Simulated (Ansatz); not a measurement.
The elements of this relaxed trial crystal are hidden behind letters.

```
lattice vectors (Å)
   4.1795    0.0000    0.0000
  -2.0897    3.6195    0.0000
   0.0000    0.0000    9.3974
fractional positions
X 0.0000 0.5000 0.1667
X 0.5000 0.5000 0.8333
X 0.5000 0.0000 0.5000
Z 0.5000 0.5000 0.3333
Z 0.5000 0.0000 0.0000
Z 0.0000 0.5000 0.6667
```

Level of theory: DFT PBE, scalar-relativistic, plane waves, PAW (Ansatz 0.2.0). The final run on the 6-atom cell used 420 eV, a Γ-centred 12×12×4 mesh, 0.10 eV smearing and no spin polarisation.

- Space group: P6_222 (No. 180)
- Conventional cell: a = 4.179 Å, c = 9.397 Å
- Volume per atom: 23.69 Å³
- Density: 5.11 g/cm³
- Formation energy: −0.07 eV/atom
- Gap on the 12×12×4 mesh of the 6-atom cell: 0.03 eV by band count, less than the smearing, so the run treats it as a metal

Energies are uncorrected and count from the elements' standard states at the same level.

**Question.** X is a p-block element of period 5 and Z is a p-block element of period 3. Which elements are they?

**Answer.** X = In, Z = P, so the formula is InP. Density times volume gives a mean mass of 5.11 × 23.69/1.6605 = 72.9 u per atom, and this set has 72.9 u. Around In lie 4 P at 2.61 Å; P is surrounded by 4 In at 2.61 Å. Other sets within the hints have nearly the same mass, so mass alone doesn't settle it; this one was computed.

Symmetry constrained the relaxation, so the result can be a saddle point.
